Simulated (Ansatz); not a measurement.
NaCl: a run of Ansatz with trial settings.

```yaml
crystal:
  lattice:
    - [3.50219, 0.0, 0.0]
    - [0.0, 3.50219, 0.0]
    - [0.0, 0.0, 3.50219]
  atoms:
    - { symbol: Na, position: [0.0, 0.0, 0.0] }
    - { symbol: Cl, position: [0.5, 0.5, 0.5] }
basis:
  ecutwfc: 150
kpoints:
  mp_grid: { grid: [4, 4, 4] }
hamiltonian:
  xc: lda
scf:
  occupations: { method: gaussian, width: 0.1 }
output:
  forces: true
  stress: true
  eigenvalues: true
```

Command:

```bash
ansatz run input.yaml --threads 1 --pin off --max-ram 1331MiB --backend cpu --events-out ev --progress --plain --runs-dir out
```

From the log (HF is the Harris–Foulkes energy, dr2 the density residual in eV):

```text
Warning: basis.ecutwfc = 150 eV is below the records' recommended 420 eV, and the density's cutoff is lower with it unless basis.ecutrho_ratio is high enough to keep the records' density cutoff: compare with a run at a higher cutoff
Pseudopotential: Na, paw, valence charge 9, recommended cutoff 420 eV (normal)
Pseudopotential: Cl, paw, valence charge 7, recommended cutoff 420 eV (normal)
Crystal: 2 atoms, lattice volume = 42.956 Å³
Basis set: ecut = 150 eV, 179 PW (Γ)
Bands: 12, of which v1, the nominal top of the filled ones, is band 8 counted from 1 (7 counted from 0)
Symmetry: 48 space group operations
Space group: Pm-3m (ITA 221), of the structure as read, at distance tolerance 3.5e-5 Å
k-points: 10 of 64
PAW frozen core: Na, regenerated for the run's functional, and the local potential with it (the file was generated under x = pbe(κ = 0.804, μ = 0.2195), c = pbe(β = 0.0667))
PAW frozen core: Cl, regenerated for the run's functional, and the local potential with it (the file was generated under x = pbe(κ = 0.804, μ = 0.2195), c = pbe(β = 0.0667))
Initial density: superposition of atomic densities, corrected by the library's trained network
SCF iter   1: HF=-2496.493111 eV  Δρ=1.34e-1  dr2=2.74e0
SCF iter   2: HF=-2493.885389 eV  Δρ=3.50e-2  dr2=1.32e-1
SCF iter   3: HF=-2493.735867 eV  Δρ=5.52e-3  dr2=3.91e-3
SCF iter   4: HF=-2493.735953 eV  Δρ=1.27e-3  dr2=7.47e-4
SCF iter   5: HF=-2493.735754 eV  Δρ=2.52e-4  dr2=1.38e-5
SCF iter   6: HF=-2493.735747 eV  Δρ=1.35e-5  dr2=6.81e-8
SCF iter   7: F=-2493.735748 eV  HF=-2493.735748 eV  Δρ=2.89e-6  dr2=2.32e-9
SCF 1 converged in 7 iterations: F = -2493.735748 eV  dr2 = 2.32e-9
SCF converged after 7 iterations
Free energy (F): -2493.735748 eV
E sigma→0 (E₀):  -2493.735748 eV
Fermi energy:    3.896354 eV
--- Forces (eV/Å), atoms counted from 1 ---
  atom   1  Na    -0.00000000    -0.00000000    -0.00000000
  atom   2  Cl     0.00000000    -0.00000000    -0.00000000
--- Stress (GPa, compression-positive) ---
       -5.681880      -0.000000       0.000000
        0.000000      -5.681880       0.000000
        0.000000       0.000000      -5.681880
  P = ⅓ Tr σ = -5.6819 GPa (-56.819 kbar)
```

These settings were drawn at random to show what each does; none of the numbers is a converged property of the crystal.